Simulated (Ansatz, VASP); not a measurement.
**One calculation of InAs, two programs**

INCAR

```
SYSTEM = InAs
PREC = Accurate
ENCUT = 600
EDIFF = 1E-6
ISMEAR = 0
SIGMA = 0.1
LREAL = .FALSE.
LASPH = .TRUE.
NELM = 100
ALGO = Normal
ISIF = 3
LWAVE = .FALSE.
LCHARG = .FALSE.
GGA = PE
IVDW = 12
IBRION = 2
NSW = 100
EDIFFG = -0.01
```

KPOINTS

```
regular mesh
0
G
  16 16 16
  0 0 0
```

Contents of POSCAR:

```
InAs
1.0
    0.0000000000      3.0535616900      3.0535616900
    3.0535616900      0.0000000000      3.0535616900
    3.0535616900      3.0535616900      0.0000000000
In As
1 1
Direct
    0.7500000000      0.7500000000      0.7500000000
    0.0000000000      0.0000000000      0.0000000000
```

Input for Ansatz:

```yaml
crystal:
  lattice:
    - [0.0, 3.05356169, 3.05356169]
    - [3.05356169, 0.0, 3.05356169]
    - [3.05356169, 3.05356169, 0.0]
  atoms:
    - { symbol: In, position: [0.75, 0.75, 0.75] }
    - { symbol: As, position: [0.0, 0.0, 0.0] }
basis:
  ecutwfc: 420
kpoints:
  mp_grid: { grid: [16, 16, 16] }
hamiltonian:
  xc: pbe
  dispersion: d3bj
scf:
  occupations: { method: gaussian, width: 0.1 }
output:
  forces: true
  stress: true
  eigenvalues: true
relax:
  adjacent_minimum: "off"
  f_tol: 0.01
  max_steps: 80
  cell: { stress_tol: 0.05 }
```

Alike in both runs: task relaxation of cell and atoms; functional PBE; dispersion D3(BJ); k mesh 16 × 16 × 16; occupations gaussian, width 0.1 eV; no spin polarisation.

|  | VASP | Ansatz |
| --- | --- | --- |
| version | VASP 6.6.1 | Ansatz 0.2.0 |
| potentials or method | VASP PAW PBE potentials, release 64 (In_d, As) | scalar-relativistic, plane waves, PAW |
| plane-wave cutoff (eV) | 600 | 420 |
| valence electrons in the cell | 18 | 28 |

Ansatz gave:

| Item | Value |
| --- | --- |
| gap on the k mesh at the Fermi level, each at its own relaxed structure (eV) | none |
| relaxed volume (Å³/atom) | 28.54 |
| relaxed cell length with the largest relative difference (Å) | 4.322 |

Q: Estimate VASP's values.

A: gap on the k mesh at the Fermi level, each at its own relaxed structure (eV): none; relaxed volume (Å³/atom): 28.56; relaxed cell length with the largest relative difference (Å): 4.323.

A gap of «none» marks a metal or a gap that the smearing closes. The two sets of potentials don't hold the same shells in valence.

Caveats: pairwise dispersion overbinds metals, which lowers pressure and volume.
